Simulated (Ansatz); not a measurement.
# RbCl (Fm-3m): lattice thermal conductivity, part 2 of 2

How well does the lattice of RbCl conduct heat?

Measurements to reproduce:
- thermal conductivity 2.8 W/m/K near room temperature (given in “Combining the AFLOW GIBBS and Elastic Libraries to efficiently and robustly screen thermo-mechanical properties of solids”, 2017, arXiv:1611.05714)

Ansatz 0.2.0; DFT LDA, scalar-relativistic, plane waves, PAW; PAW set soft_1.

So far. Step 2 (Probe on a coarse mesh): The start is under -1.4 GPa at this level and looks like an insulator or semiconductor on this mesh. Step 4 (Tight relaxation): The residual pressure is 0.0035 GPa, small enough for phonons. The relaxed cell has a = 6.377 Å (conventional setting).

The database entry behind the starting cell differs from later determinations by our own check (about 0.5 % short), so it need not match the best structure at ambient conditions.

## (5) Anharmonic force constants and conductivity

Pairs of atoms inside the cutoff are displaced in a supercell, the forces give the cubic constants, and these give the three-phonon rates of the Boltzmann equation.

File input.yaml:

```yaml
crystal:
  lattice:
    - [0.0, 3.1886530744, 3.1886530744]
    - [3.1886530744, 0.0, 3.1886530744]
    - [3.1886530744, 3.1886530744, 0.0]
  atoms:
    - { symbol: Rb, position: [0.0, 0.0, 0.0] }
    - { symbol: Cl, position: [0.5, 0.5, 0.5] }
kpoints:
  mp_grid: { grid: [6, 6, 6] }
hamiltonian:
  xc: lda
  pseudopotentials: { kind: paw, azcp: { folder: soft_1 }, xc_functional: pbe }
scf:
  occupations: { method: fixed }
  lower_state_search: "off"
output:
  eigenvalues: true
phonons:
  method: fd
  dielectric: true
  qmesh: [6, 6, 6]
  temperatures: { t_max: 1000, t_step: 50 }
  qpath:
    path:
      - [[0.0, 0.0, 0.0], [0.5, 0.0, 0.5], [0.5, 0.25, 0.75], [0.375, 0.375, 0.75], [0.0, 0.0, 0.0], [0.5, 0.5, 0.5], [0.625, 0.25, 0.625], [0.5, 0.25, 0.75], [0.5, 0.5, 0.5], [0.375, 0.375, 0.75]]
      - [[0.625, 0.25, 0.625], [0.5, 0.0, 0.5]]
    npoints: 10
  third_order: { supercell: [3, 3, 3], pair_cutoff: 4.659 }
  lattice_thermal_conductivity:
    qmesh: [17, 17, 17]
    temperatures: [100.0, 150.0, 200.0, 300.0, 400.0, 500.0]
    isotope_mass_variance:
      - { species: Cl, variance: 0.0005827 }
      - { species: Rb, variance: 0.0001097 }
```

The run is started by

```bash
$ ansatz run input.yaml --threads 18 --pin off --max-ram 92160MiB --backend cuda --events-out ev --progress --plain --runs-dir out
```

Numbers of over 12 decimals in the logs are rounded to 6 here.

The log of the run:

```text
Warning: phonons.dielectric: true without phonons.rigid_motions: the static dielectric tensor ε⁰ will be withheld (ε∞, Z* and the rows of modes are given); for a crystal or a slab, whose only rigid motions are the translations, set phonons.rigid_motions: translations
[...]
Crystal: 12 atoms, lattice volume = 389.048 Å³
Basis set: ecut = 420 eV, 7569 PW (Γ), FFT grids on a1, −a1+a2+a3, −a1+a3
Bands: 60, of which v1, the nominal top of the filled ones, is band 48 counted from 1 (47 counted from 0)
Symmetry: 24 space group operations
k-points: 16 of 36
[...]
SCF iter   1: F=—  HF=-25312.618287 eV  |F-HF|=—  |Δ(HF+E_count)|=         —  Δρ=3.07e-8  dr2=1.18e-12  ethr=1.00e-12  ⟨swp⟩=3.0  Hψ=2430  notcnv=0
[...]
SCF iter   2: F=-25312.618287 eV  HF=-25312.618287 eV  |F-HF|=0.00e0  |Δ(HF+E_count)|=  7.28e-12  Δρ=1.48e-8  dr2=2.85e-13  ethr=1.00e-12  ⟨swp⟩=3.0  Hψ=2162  notcnv=0
SCF 1 converged in 2 iterations: F = -25312.618287 eV  dr2 = 2.85e-13
[...]
Crystal: 2 atoms, lattice volume = 64.841 Å³
Basis set: ecut = 420 eV, 1243 PW (Γ), exchange–correlation on 64×64×64 points (8 copies of the dense FFT grid, shifted against one another)
Bands: 12, of which v1, the nominal top of the filled ones, is band 8 counted from 1 (7 counted from 0)
Symmetry: 48 space group operations
k-points: 30 of 216 (irreducible under 8 space group operations, time reversal used)
[...]
SCF iter   1: F=—  HF=-4218.769699 eV  |F-HF|=—  |Δ(HF+E_count)|=         —  Δρ=3.30e-7  dr2=4.71e-11  ethr=4.52e-8  ⟨swp⟩=5.1  Hψ=3370  notcnv=0  defer=59
eigensolver tolerance schedule: the retry pair's looser diagonalisation over-reported the residual by 153597.34 of it (diagonalisation noise at an unbounded share of the residual, at the tolerance the schedule requests for it); recorded, not acted on — ethr = c·dr2/N_el stays at c = 1.0e-1
[...]
SCF iter   2: F=—  HF=-4218.769715 eV  |F-HF|=—  |Δ(HF+E_count)|=   1.53e-5  Δρ=2.95e-7  dr2=5.81e-11  ethr=1.00e-12  ⟨swp⟩=9.3  Hψ=2448  notcnv=0
SCF iter   3: F=-4218.769715 eV  HF=-4218.769715 eV  |F-HF|=9.09e-12  |Δ(HF+E_count)|=  1.55e-11  Δρ=1.45e-7  dr2=1.01e-11  ethr=1.00e-12  ⟨swp⟩=1.8  Hψ=880  notcnv=0
SCF 2 converged in 3 iterations: F = -4218.769715 eV  dr2 = 1.01e-11
[...]
SCF 3 converged in 7 iterations: F = -25312.618280 eV  dr2 = 9.65e-13
[...]
symmetry images taken by strict's conditions (phonons.symmetry_images: auto; settled by no image being taken that strict refuses)
  supercell 10 (6 cells, vectors [1, 0, 0], [0, 1, 0], [0, 0, 6] in multiples of the cell's): 3 displaced members by 0.0025 Å; free energy -25312.618287 eV; taken off its force constants: by the sum rule 7.8e-5, by the symmetrisation 2.7e-5 eV/Å²; Γ matrix within 1.9e-7 eV/Å² of supercell 1's
[...]
q = [0.0000, 0.0000, 0.0000] (star 1, supercell 1; hermiticity 9.56e-17, symmetrization 1.57e-5): -0.00 -0.00 0.00 131.80 131.80 131.80
[...]
joined force constants: q→R imaginary residual 1.52e-18
  density of states and harmonic sums: on the 18×18×18 q-mesh, interpolated from the force constants of a 6×6×6 supercell (with the dipole–dipole term)
  largest difference from the sums on the solved wave vectors: F 4.62e-3 eV, S 5.77e-6 and C_V 1.15e-6 eV/K
  zero-point energy: 0.037607 eV/cell   skipped modes (ω ≤ 0): 3   left out of the sums: 8.57e-5 of the cell's modes: C_V's classical limit lies that fraction below 3 k_B per atom; for a crystal, a wire or a layer, F and S can be off by more, and a phonons.interpolated_qmesh denser along its periods is the remedy for the sampling
--- Third-order force constants: 50 member SCFs in a 3×3×3 supercell (pair cutoff 4.659 Å, amplitude 0.03 Å, SCF threshold 1.00e-9 eV, Σ member SCF iterations 343) ---
[...]
sum-rule residual: 5.532e-2 → 5.468e-16 eV/Å³; symmetrization residual: 2.097e-3 eV/Å³; largest sum-rule correction relative to its orbit: 1.444e-1, on the orbit of the block of home site 0 with site 0 of cell (-1, 0, 0) and site 0 of cell (-1, 0, 0), whose norm before the correction was 2.502e-1 eV/Å³
--- Lattice thermal conductivity: 17×17×17 mesh (165 irreducible points), tetrahedron method ---
  three-phonon and isotope scattering only; four-phonon, boundary and, in a metal, phonon-electron scattering are left out
  each conductivity is what the modes' populations carry and what the coherences between them add
  conductivity (a third of the tensor's trace), W/(m K), in the relaxation-time approximation and from the full solution:
       T (K)   relaxation time   full solution  iterations             ending  least Ritz value
      100.00           15.9380         16.3410           7          converged          7.478e-1
      150.00           10.1995         10.4539           7          converged          7.017e-1
      200.00            7.5599          7.7510           7          converged          6.853e-1
      300.00            5.0210          5.1515           8          converged          6.625e-1
      400.00            3.7782          3.8782           8          converged          6.539e-1
      500.00            3.0393          3.1205           8          converged          6.485e-1
```

Wall time 55 s (1 × NVIDIA GB200 with 18 threads of Arm Neoverse V2, shared host); peak memory 2.2 GiB.

Numbers from this step:

```
Γ frequencies                              : 0, 0, 0, 131.8, 131.8, 131.8 cm⁻¹ (negative: imaginary)
lowest frequency on the path               : 0 cm⁻¹
zero-point energy                          : 0.03761 eV/cell
point group                                : m-3m
highest frequency                          : 183 cm⁻¹
Debye temperature from the second moment   : 201 K
κ at 300 K (relaxation time)               : 5.021 W/m/K
κ at 300 K (full solution)                 : 5.152 W/m/K
dipole term                                : run
mean free path at half of κ                : 19.9 nm
share of κ above the three lowest branches : 0.033
third-order blocks                         : 350
periodic aliases dropped                   : 24
largest relative sum-rule correction       : 0.1444
displaced cells, third order               : 50
```

LO-TO term included. The phonon branches at the labelled points (cm⁻¹):

| point | branch 1 | branch 2 | branch 3 | branch 4 | branch 5 | branch 6 |
| --- | --- | --- | --- | --- | --- | --- |
| Γ | 0 | 0 | 0 | 132 | 132 | 183 |
| halfway | 28 | 28 | 89 | 134 | 134 | 150 |
| X | 39 | 39 | 75 | 135 | 135 | 140 |
| halfway | 47 | 63 | 71 | 133 | 136 | 140 |
| W | 61 | 61 | 84 | 128 | 138 | 138 |
| halfway | 58 | 66 | 80 | 129 | 137 | 139 |
| K | 59 | 67 | 75 | 129 | 138 | 139 |
| halfway | 36 | 66 | 82 | 123 | 134 | 161 |
| Γ | 0 | 0 | 0 | 132 | 132 | 183 |
| halfway | 50 | 50 | 66 | 128 | 128 | 172 |
| L | 75 | 75 | 108 | 121 | 121 | 151 |
| halfway | 70 | 71 | 95 | 124 | 130 | 146 |
| U | 59 | 67 | 75 | 129 | 138 | 139 |
| halfway | 58 | 66 | 80 | 129 | 137 | 139 |
| W | 61 | 61 | 84 | 128 | 138 | 138 |
| halfway | 69 | 69 | 93 | 124 | 131 | 144 |
| L | 75 | 75 | 108 | 121 | 121 | 151 |
| halfway | 70 | 71 | 95 | 124 | 130 | 146 |
| K | 59 | 67 | 75 | 129 | 138 | 139 |
| jump to U | 59 | 67 | 75 | 129 | 138 | 139 |
| halfway | 45 | 52 | 73 | 134 | 136 | 140 |
| X | 39 | 39 | 75 | 135 | 135 | 140 |

The phonon branches as a text plot (rows in cm⁻¹):

```
    179 |**                     ******
    172 |  *                  **      *
    164 |   *                *         *
    156 |                   *           **
    149 |    *             *              ***         ******
    141 |     *************                  *********      *****
    133 |************      **********       ***    ***     ******
    126 |            ******  ***     ****  ************* *****
    118 |                  **            ***           ***
    111 |                                               *
    103 |                                ***          ** *
     95 |     **           **           *   *        *    **
     88 |    *            *            *     **    **       *
     80 |   *   *    ***     *                  ***          *
     72 |        ****   ** **           *****  *     *******  ***
     65 |  *         ******  **       **     ***** **       ***
     57 |          * *****    *      *         ****
     50 |           *      *   *      *                       **
     42 | *     ****        *  *    **                         **
     34 |     **             *  *   *
     27 |   **                * *
     19 |* *                   * *
     11 | *                     ** *
      4 |*                       **
         Γ       X    W  K        Γ      L     U  W     L   K|U X
```

W/m/K. Kappa, by row:

| T (K) | RTA xx | RTA yy | RTA zz | full xx | full yy | full zz | coherence part xx | coherence part yy | coherence part zz | ending | iterations | least Ritz value |
| --- | --- | --- | --- | --- | --- | --- | --- | --- | --- | --- | --- | --- |
| 100 | 15.94 | 15.94 | 15.94 | 16.34 | 16.34 | 16.34 | 0.02123 | 0.02123 | 0.02123 | converged | 7 | 0.748 |
| 150 | 10.2 | 10.2 | 10.2 | 10.45 | 10.45 | 10.45 | 0.02734 | 0.02734 | 0.02734 | converged | 7 | 0.702 |
| 200 | 7.56 | 7.56 | 7.56 | 7.751 | 7.751 | 7.751 | 0.03251 | 0.03251 | 0.03251 | converged | 7 | 0.685 |
| 300 | 5.021 | 5.021 | 5.021 | 5.152 | 5.152 | 5.152 | 0.04181 | 0.04181 | 0.04181 | converged | 8 | 0.663 |
| 400 | 3.778 | 3.778 | 3.778 | 3.878 | 3.878 | 3.878 | 0.05019 | 0.05019 | 0.05019 | converged | 8 | 0.654 |
| 500 | 3.039 | 3.039 | 3.039 | 3.12 | 3.12 | 3.12 | 0.05776 | 0.05776 | 0.05776 | converged | 8 | 0.649 |

The lattice thermal conductivity by temperature:

| temperature (K) | RTA xx (W/m/K) | full xx (W/m/K) |
| --- | --- | --- |
| 100 | 15.9 | 16.3 |
| 150 | 10.2 | 10.4 |
| 200 | 7.56 | 7.75 |
| 300 | 5.02 | 5.15 |
| 400 | 3.78 | 3.88 |
| 500 | 3.04 | 3.12 |

Phonopy on the run's constants, 15x15x15 mesh, Gaussian sigma 2.0 cm⁻¹. Table of modes by wavenumber; read off at these points; values in 1/cm⁻¹/cell:

| wavenumber (cm⁻¹) | Cl | Rb |
| --- | --- | --- |
| -10.0 | 0 | 0 |
| -5.0 | 0 | 8.5e-6 |
| 0.0 | 5.0e-5 | 1.2e-4 |
| 5.0 | 4.3e-5 | 1.1e-4 |
| 10.0 | 2.9e-4 | 7.1e-4 |
| 15.0 | 6.6e-4 | 0.00163 |
| 20.0 | 0.00145 | 0.0036 |
| 25.0 | 0.00212 | 0.00537 |
| 30.0 | 0.00326 | 0.00846 |
| 35.0 | 0.00512 | 0.0136 |
| 40.0 | 0.00805 | 0.0220 |
| 45.0 | 0.00942 | 0.0270 |
| 50.0 | 0.00957 | 0.0299 |
| 55.0 | 0.00974 | 0.0332 |
| 60.0 | 0.00996 | 0.0394 |
| 65.0 | 0.0105 | 0.0506 |
| 65.7 | 0.0108 | 0.0540 |
| 70.0 | 0.00876 | 0.0652 |
| 72.3 | 0.00711 | 0.0741 |
| 75.0 | 0.00475 | 0.0553 |
| 80.0 | 0.00411 | 0.0223 |
| 85.0 | 0.00415 | 0.0288 |
| 90.0 | 0.00531 | 0.0448 |
| 91.8 | 0.0052 | 0.0462 |
| 95.0 | 0.00342 | 0.0348 |
| 100.0 | 0.00119 | 0.0112 |
| 105.0 | 2.5e-4 | 0.00287 |
| 110.0 | 1.1e-5 | 1.7e-4 |
| 115.0 | 3.1e-4 | 7.1e-6 |
| 120.0 | 0.0318 | 0.00174 |
| 125.0 | 0.0867 | 0.0119 |
| 130.0 | 0.102 | 0.0261 |
| 132.3 | 0.109 | 0.0340 |
| 135.0 | 0.0987 | 0.0323 |
| 140.0 | 0.0660 | 0.0128 |
| 145.0 | 0.0391 | 0.00354 |
| 150.0 | 0.0278 | 0.00258 |
| 155.0 | 0.0155 | 0.00238 |
| 160.0 | 0.0108 | 0.00231 |
| 165.0 | 0.00856 | 0.00231 |
| 170.0 | 0.00595 | 0.00189 |
| 175.0 | 0.00410 | 0.00146 |
| 180.0 | 0.00219 | 8.5e-4 |
| 185.0 | 2.0e-4 | 8.5e-5 |
| 190.0 | 0 | 0 |

Distinct triplets, nearest first. Third order norms, by row:

| sites | side 1 (Å) | side 2 (Å) | side 3 (Å) | norm of the 27 components (eV/Å³) |
| --- | --- | --- | --- | --- |
| Rb-Rb-Rb | 0 | 0 | 0 | 0 |
| Cl-Cl-Cl | 0 | 0 | 0 | 0 |
| Rb-Cl-Cl | 0 | 3.19 | 3.19 | 4.241 |
| Rb-Cl-Rb | 0 | 3.19 | 3.19 | 4.449 |
| Rb-Cl-Cl | 3.19 | 3.19 | 4.51 | 0.055 |
| Rb-Cl-Rb | 3.19 | 3.19 | 4.51 | 0.069 |
| Rb-Rb-Rb | 0 | 4.51 | 4.51 | 0.253 |
| Rb-Rb-Rb | 4.51 | 4.51 | 4.51 | 0.011 |
| Cl-Cl-Cl | 0 | 4.51 | 4.51 | 0.112 |
| Cl-Cl-Cl | 4.51 | 4.51 | 4.51 | 0.015 |

Born charge (rows field, columns displacement) (e), principal values of the symmetric part by kind of site:

| atom | atoms with these values | low | middle | high | mean |
| --- | --- | --- | --- | --- | --- |
| Rb1 | 1 | 1.16 | 1.16 | 1.16 | 1.16 |
| Cl2 | 1 | -1.16 | -1.16 | -1.16 | -1.16 |

In full for Rb1:

```
1.16 0.00 0.00
0.00 1.16 0.00
0.00 0.00 1.16
```

RTA, 300 K. Kappa by branch, by row:

| branch (by rank) | mean frequency (THz) | mean rms speed (km/s) | median lifetime (ps) | share of kappa |
| --- | --- | --- | --- | --- |
| 1 | 1.51 | 1.52 | 10.8 | 0.437 |
| 2 | 1.86 | 1.52 | 5.68 | 0.351 |
| 3 | 2.55 | 1.44 | 3.53 | 0.179 |
| 4 | 3.8 | 0.49 | 2.09 | 0.007 |
| 5 | 3.98 | 0.45 | 2.28 | 0.008 |
| 6 | 4.47 | 0.85 | 1.82 | 0.018 |

The spectral kappa at 300 K by frequency; read off at these points; values in W/m/K/THz:

| frequency (THz) | relaxation time (W/m/K/THz) | full solution (W/m/K/THz) |
| --- | --- | --- |
| 0.05 | 0 | 0 |
| 0.35 | 0.927 | 0.940 |
| 0.45 | 1.87 | 1.89 |
| 0.55 | 1.21 | 1.23 |
| 0.85 | 1.71 | 1.73 |
| 1.05 | 2.43 | 2.47 |
| 1.35 | 3.35 | 3.47 |
| 1.45 | 3.76 | 3.85 |
| 1.55 | 3.26 | 3.34 |
| 1.65 | 4.06 | 4.11 |
| 1.85 | 3.52 | 3.56 |
| 2.15 | 1.36 | 1.35 |
| 2.35 | 0.871 | 0.833 |
| 2.65 | 0.569 | 0.717 |
| 2.85 | 0.298 | 0.436 |
| 3.15 | 0.0117 | 0.0202 |
| 3.35 | 0 | 0 |
| 3.65 | 0.0434 | 0.0177 |
| 3.95 | 0.201 | 0.322 |
| 4.15 | 0.0229 | 0.0134 |
| 4.45 | 0.136 | 0.0912 |
| 4.65 | 0.0700 | 0.0676 |
| 4.95 | 0.0152 | 0.0237 |
| 5.15 | 0.0103 | 0.0260 |
| 5.45 | 2.2e-4 | 2.4e-5 |

Relaxation-time solution. Table of share of κ carried by shorter paths by mean free path:

| mean free path (nm) | 100 K | 300 K | 500 K |
| --- | --- | --- | --- |
| 0.464 | 0 | 0 | 0.002 |
| 0.681 | 0 | 0.001 | 0.007 |
| 1 | 0 | 0.005 | 0.022 |
| 1.47 | 0 | 0.018 | 0.033 |
| 2.15 | 0.002 | 0.028 | 0.046 |
| 3.16 | 0.009 | 0.04 | 0.069 |
| 4.64 | 0.014 | 0.058 | 0.146 |
| 6.81 | 0.018 | 0.111 | 0.261 |
| 10 | 0.026 | 0.21 | 0.409 |
| 14.7 | 0.04 | 0.355 | 0.611 |
| 21.5 | 0.085 | 0.546 | 0.804 |
| 31.6 | 0.16 | 0.73 | 0.866 |
| 46.4 | 0.298 | 0.858 | 0.889 |
| 68.1 | 0.48 | 0.886 | 0.908 |
| 100 | 0.689 | 0.897 | 0.924 |
| 147 | 0.83 | 0.924 | 0.948 |
| 215 | 0.88 | 0.948 | 0.991 |
| 316 | 0.892 | 0.961 | 1 |
| 464 | 0.916 | 1 | 1 |
| 681 | 0.939 | 1 | 1 |
| 1000 | 0.959 | 1 | 1 |
| 1470 | 1 | 1 | 1 |

300 K; a sample spread over frequency. Mode lifetimes, by row, the first 40 of 90 rows:

| q1 | q2 | q3 | branch | frequency (THz) | rms speed (km/s) | three-phonon rate (1/ps) | isotope rate (1/ps) | lifetime (ps) | mean free path (nm) |
| --- | --- | --- | --- | --- | --- | --- | --- | --- | --- |
| 0 | 0.0588 | 0.0588 | 1 | 0.231 | 1.22 | 0.00383 | 1.13e-7 | 261 | 319 |
| 0 | 0.0588 | -0.1176 | 1 | 0.615 | 2.47 | 0.0692 | 2.03e-5 | 14.4 | 35.7 |
| 0.0588 | 0.1176 | 0.2353 | 1 | 0.765 | 2.08 | 0.0618 | 5.18e-5 | 16.2 | 33.6 |
| 0.0588 | 0.1765 | 0.2941 | 1 | 0.921 | 1.77 | 0.0514 | 1.17e-4 | 19.4 | 34.3 |
| 0.0588 | 0.2941 | 0.3529 | 1 | 1.011 | 0.87 | 0.0286 | 1.73e-4 | 34.8 | 30.5 |
| 0.0588 | 0.2353 | 0.2941 | 2 | 1.093 | 2.61 | 0.0916 | 2.72e-4 | 10.9 | 28.4 |
| 0 | 0.4706 | 0.4706 | 2 | 1.167 | 0.09 | 0.036 | 4.03e-4 | 27.5 | 2.54 |
| 0.0588 | 0.1765 | 0.3529 | 1 | 1.21 | 2.12 | 0.102 | 5.28e-4 | 9.76 | 20.7 |
| 0 | 0.4706 | -0.4706 | 2 | 1.268 | 1.42 | 0.0422 | 6.12e-4 | 23.4 | 33.2 |
| 0.0588 | 0.4706 | -0.4118 | 1 | 1.329 | 1.09 | 0.0535 | 6.83e-4 | 18.4 | 20 |
| 0 | 0.0588 | -0.1765 | 2 | 1.382 | 2.29 | 0.253 | 7.33e-4 | 3.94 | 9.03 |
| 0.1765 | 0.3529 | -0.4706 | 1 | 1.443 | 1.17 | 0.0439 | 8.81e-4 | 22.3 | 26.2 |
| 0.0588 | 0.1176 | 0.1765 | 3 | 1.497 | 3.58 | 0.267 | 9.53e-4 | 3.74 | 13.4 |
| 0 | 0.1176 | -0.2941 | 1 | 1.534 | 2.21 | 0.122 | 0.00101 | 8.11 | 18 |
| 0 | 0.1765 | 0.4118 | 1 | 1.604 | 1.77 | 0.175 | 0.00115 | 5.67 | 10 |
| 0 | 0.1176 | -0.1765 | 2 | 1.657 | 2.06 | 0.254 | 0.00125 | 3.92 | 8.05 |
| 0.0588 | 0.2941 | -0.2941 | 1 | 1.694 | 1.3 | 0.0616 | 0.0014 | 15.9 | 20.6 |
| 0.1176 | 0.2353 | -0.4706 | 1 | 1.747 | 1.8 | 0.11 | 0.00154 | 8.98 | 16.2 |
| 0.0588 | 0.3529 | -0.2941 | 1 | 1.802 | 1.02 | 0.0709 | 0.00171 | 13.8 | 14.1 |
| 0.0588 | 0.2353 | -0.4706 | 1 | 1.836 | 1.64 | 0.181 | 0.00197 | 5.46 | 8.97 |
| 0.1176 | 0.4118 | -0.2941 | 1 | 1.875 | 1.5 | 0.143 | 0.0021 | 6.87 | 10.3 |
| 0.0588 | 0.4118 | -0.4118 | 2 | 1.904 | 2.51 | 0.136 | 0.0019 | 7.25 | 18.2 |
| 0.1176 | 0.2941 | 0.4706 | 2 | 1.946 | 2.21 | 0.19 | 0.00205 | 5.22 | 11.6 |
| 0 | 0.2353 | 0.4706 | 2 | 2.012 | 2.07 | 0.167 | 0.00275 | 5.89 | 12.2 |
| 0.1176 | 0.2941 | -0.3529 | 2 | 2.035 | 1.36 | 0.173 | 0.00347 | 5.66 | 7.68 |
| 0 | 0.2353 | -0.4118 | 2 | 2.06 | 1.17 | 0.18 | 0.00319 | 5.47 | 6.42 |
| 0.0588 | 0.3529 | -0.4118 | 2 | 2.095 | 0.39 | 0.12 | 0.00317 | 8.13 | 3.16 |
| 0 | 0.4118 | -0.4118 | 3 | 2.124 | 0.56 | 0.101 | 0.00311 | 9.63 | 5.44 |
| 0.1176 | 0.2941 | -0.4706 | 2 | 2.152 | 1.13 | 0.183 | 0.00405 | 5.35 | 6.05 |
| 0.0588 | 0.1176 | 0.2941 | 3 | 2.176 | 2.7 | 0.36 | 0.00413 | 2.75 | 7.41 |
| 0.0588 | 0.1765 | -0.2941 | 2 | 2.197 | 0.79 | 0.218 | 0.00563 | 4.48 | 3.54 |
| 0 | 0.4118 | -0.4706 | 3 | 2.221 | 0.83 | 0.106 | 0.00538 | 8.95 | 7.42 |
| 0 | 0.0588 | 0.4706 | 2 | 2.238 | 0.27 | 0.228 | 0.00377 | 4.32 | 1.17 |
| 0.1765 | 0.4706 | -0.3529 | 3 | 2.264 | 1.91 | 0.177 | 0.001 | 5.62 | 10.7 |
| 0.0588 | 0.3529 | -0.4706 | 3 | 2.374 | 1.64 | 0.189 | 0.00123 | 5.27 | 8.62 |
| 0 | 0.0588 | -0.2941 | 3 | 2.48 | 2.31 | 0.28 | 0.00185 | 3.54 | 8.19 |
| 0.1176 | 0.3529 | -0.3529 | 3 | 2.535 | 1.39 | 0.201 | 0.00236 | 4.91 | 6.81 |
| 0.1765 | 0.3529 | -0.3529 | 3 | 2.595 | 0.83 | 0.214 | 0.00258 | 4.62 | 3.83 |
| 0.0588 | 0.2353 | -0.4706 | 3 | 2.662 | 1.39 | 0.257 | 0.00301 | 3.84 | 5.34 |
| 0.0588 | 0.2941 | -0.3529 | 3 | 2.724 | 1.43 | 0.229 | 0.00469 | 4.29 | 6.11 |

Without the LO-TO term. Gamma linewidths, by row:

| branch | frequency (cm⁻¹) | three-phonon rate (1/ps) | isotope rate (1/ps) | FWHM (cm⁻¹) |
| --- | --- | --- | --- | --- |
| 4 | 131.8 | 0.431 | 0.0825 | 2.73 |
| 5 | 131.8 | 0.431 | 0.0825 | 2.73 |
| 6 | 131.8 | 0.431 | 0.0825 | 2.73 |

W/m/K, third of the trace; RTA populations with a boundary rate v/L added to each mode (Matthiessen's rule). Kappa by grain size, by row:

| T (K) | bulk | 10 nm | 30 nm | 100 nm | 300 nm | 1000 nm | 10000 nm | 100000 nm |
| --- | --- | --- | --- | --- | --- | --- | --- | --- |
| 100 | 15.92 | 2.464 | 5.109 | 8.979 | 12.09 | 14.23 | 15.68 | 15.89 |
| 300 | 4.979 | 1.781 | 2.891 | 3.913 | 4.479 | 4.792 | 4.958 | 4.977 |

W/m/K, third of the trace; RTA populations with the isotope rates scaled. Kappa by mass disorder, by row:

| T (K) | no isotopes | as typed | variance x 3 | variance x 10 | variance x 30 |
| --- | --- | --- | --- | --- | --- |
| 100 | 16.51 | 15.92 | 14.99 | 12.75 | 9.47 |
| 300 | 5.046 | 4.979 | 4.866 | 4.556 | 3.948 |

At 300 K the relaxation-time value is 5.02 W/(m K).

## (6) What came out

| Property | Result |
| --- | --- |
| highest frequency | 183 cm⁻¹ |
| Debye temperature from the second moment | 201 K |
| κ at 300 K (relaxation time) | 5.021 W/m/K |
| κ at 300 K (full solution) | 5.152 W/m/K |
| mean free path at half of κ | 19.9 nm |
| share of κ above the three lowest branches | 0.033 |

**Reading.** The lattice of RbCl conducts 5.15 W/(m K) at 300 K by LDA (mean over directions, full solution). The full solution lies +3 % from the relaxation-time value at 300 K, so the relaxation-time approximation serves here. Above 300 K the relaxation-time κ falls as T^-0.98, near the 1/T law of three-phonon scattering. Grains of 100 nm would keep 79 % of the bulk value at 300 K, and grains of 1 µm 96 %. Removing the natural isotope disorder raises κ at 300 K by 1 %. A measured thermal conductivity near room temperature is 2.8 W/m/K (arXiv:1611.05714); the calculated 5.15 W/m/K differs by +84 %. The relaxed cell is 8 % smaller in volume than the database cell, which stiffens most phonons and usually raises κ; no run here tested that. Four-phonon, defect and boundary scattering, which are left out, would lower the calculated value; thermal expansion is left out too. The sum rules changed one orbit of cubic constants by up to 14 %; by the manual a large change points to a short cutoff or, on a small and distant orbit, to noisy forces. The conductivities include the coherence part between close branches; the shares for grains, isotopes, branches and paths are of the relaxation-time populations alone. Cubic couplings among atoms farther apart than the pair cutoff are dropped, and neither the cutoff nor the q-mesh was shown to be converged here. The PAW files were made for PBE and are used here under another functional, for which the program regenerates the frozen cores. The cell of these runs is 8 % smaller in volume than the database cell; frequencies and all that rests on them shift with it.

[Logs are printed without paths, hosts, clocks, repeated set-up lines and the standing remarks that a program may print on its own settings, such as how far it seeks lower states.]

[Hosts, paths, dates, database ids (printed as entryN), source tags and the programs' standing remarks are cut or masked in the printed files.]

[A step with changed settings may run another functional than the one named; its input shows which.]
